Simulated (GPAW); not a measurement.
Wanted: an ASE script for a GPAW 26.7.0 run.

```
Task                : equation of state
Functional          : PBE
Potentials or basis : GPAW PAW data sets (gpaw-data 1.2.1)
Basis               : lcao:dzp
Grid spacing        : 0.18 Å
k mesh              : 7 × 7 × 7
Occupations         : fermi-dirac, width 0.05 eV
Spin                : no spin polarisation
Maxiter             : 150
Eos scales          : [0.94, 0.96, 0.98, 1.0, 1.02, 1.04, 1.06]
```

The structure of ZnSe (Stilleite) lies in POSCAR:

```
ZnSe
1.0
    0.0000000000      2.8338000000      2.8338000000
    2.8338000000      0.0000000000      2.8338000000
    2.8338000000      2.8338000000      0.0000000000
Se Zn
1 1
Direct
    0.7500000000      0.7500000000      0.7500000000
    0.0000000000      0.0000000000      0.0000000000
```

The input as run:

run.py

```python
from ase.eos import EquationOfState
from ase.io import Trajectory, read
from ase.units import GPa
from gpaw import GPAW

atoms = read('POSCAR')

traj = Trajectory('eos.traj', 'w')
volumes, energies = [], []
for x in [0.94, 0.96, 0.98, 1.0, 1.02, 1.04, 1.06]:
    a = atoms.copy()
    a.set_cell(atoms.cell * x**(1 / 3), scale_atoms=True)
    calc = GPAW(mode='lcao',
                h=0.18,
                basis='dzp',
                xc='PBE',
                kpts={'size': (7, 7, 7), 'gamma': True},
                occupations={'name': 'fermi-dirac', 'width': 0.05},
                convergence={'density': 1e-05, 'energy': 1e-05},
                maxiter=150,
                txt=f'eos-{x:.2f}.txt')
    a.calc = calc
    energies.append(a.get_potential_energy(force_consistent=True))
    volumes.append(a.get_volume())
    calc.write(f'eos-{x:.2f}.gpw')
    traj.write(a)
    print(f'{x:.2f} {volumes[-1]:10.4f} A^3 {energies[-1]:14.6f} eV', flush=True)

v0, e0, B = EquationOfState(volumes, energies, eos='birchmurnaghan').fit()
print(f'V0 = {v0:.4f} A^3, E0 = {e0:.6f} eV, B0 = {B / GPa:.2f} GPa')
```

Potentials or basis: GPAW PAW data sets (gpaw-data 1.2.1), lcao:dzp.

Command:

```console
$ OMP_NUM_THREADS=1 python run.py
```

Results of the run:

```yaml
Equilibrium_volume: "23.31 Å³/atom (rough: see the caveat)"
Bulk_modulus: 179 GPa (rough)
```

Caveat: the energies scatter about the fit; the fit is doubtful: noisy points or a state that changes with volume; the basis of atomic orbitals isn't converged, which shifts pressures, moduli and gaps.

Run time: 3.8 min on 1 thread of Intel(R) Xeon(R) Platinum 8488C (Sapphire Rapids), with other jobs on the host, peak memory 0.27 GiB.
